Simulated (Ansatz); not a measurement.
Elastic constants of BeS (F-43m) under pressure

```xyz
2
Lattice="0.0000 2.4190 2.4190 2.4190 0.0000 2.4190 2.4190 2.4190 0.0000" Properties=species:S:1:pos:R:3 pbc="T T T"
Be    0.0000    0.0000    0.0000
S     3.6284    3.6284    3.6284
```

This is the zero-pressure cell. At each pressure cell and atoms are relaxed in this structure, and the constants are slopes of the stress at strains of ±0.005 with relaxed ions (the coefficients that govern stability under load). Level: PBEsol, PAW on Ansatz 0.2.0's default frozen-core files (fitted under PBE), scalar-relativistic; k mesh 8×8×8, strains of ±0.005, fixed occupations, cutoff 420 eV. P is the pressure of the relaxed cell, less that of this one.

```
P (GPa)    V/V₀  C11 (GPa)  C12 (GPa)  C44 (GPa)
   0.00  1.0000      160.6       65.6       83.0
   1.00  0.9900      164.7       69.1       84.4
   2.01  0.9803      168.8       72.7       85.7
   3.99  0.9625      176.7       79.7       88.0
   6.99       ?          ?          ?          ?
   9.99  0.9165      199.5      100.2       93.8
  14.99  0.8847      217.6      116.8       97.6
```

Question: Does the bulk modulus from the constants agree with the pressure-volume curve?

Answer: A third-order Birch-Murnaghan fit to the volumes shown (F against f, f = [(V₀/V)^(2/3) − 1]/2) gives B₀ = 97.2 GPa and B′ = 3.8. Its −V dP/dV stands beside (C11 + 2C12)/3:

| P (GPa) | from P(V) | from the constants |
| --- | --- | --- |
| 0.00 | 97.2 | 97.2 |
| 1.00 | 101.0 | 101.0 |
| 2.01 | 104.7 | 104.8 |
| 3.99 | 112.0 | 112.0 |
| 9.99 | 133.3 | 133.3 |
| 14.99 | 150.5 | 150.4 |

Question: What are the pressure derivatives at zero pressure?

Answer: Slopes at V₀ of quadratic fits in −ln(V/V₀) through the first four rows shown, divided by B₀: dC11/dP = 4.1, dC12/dP = 3.6, dC44/dP = 1.4. The mean slopes up to 2.0 GPa are 4.1, 3.6, 1.3; curvature and scatter of the constants part the two. The combination (dC11/dP + 2 dC12/dP)/3 = 3.8 stands against B′.

Question: Fill the row at 6.99 GPa.

Answer: Cubic fits in −ln(V/V₀) through all rows shown give C11 = 188.3, C12 = 90.0, C44 = 91.1 GPa. Computed: V/V₀ = 0.9382, C11 (GPa) = 188.3, C12 (GPa) = 90.0, C44 (GPa) = 91.1.

Question: Does a shear stiffness soften?

Answer: C44 goes from 83.0 to 97.6 GPa; (C11 − C12)/2 goes from 47.5 to 50.4 GPa. Neither ends more than 3 % under its start, and the lattice stays mechanically stable over this range.

Keep in mind: no other phase was computed; many crystals of this kind change structure within this range, and rows or crossings beyond such a change describe a metastable lattice; frozen-core PAW files fitted under PBE, their cores solved anew for the functional of the run; constants at zero field, no piezoelectric stiffening; phonons weren't checked at these pressures.
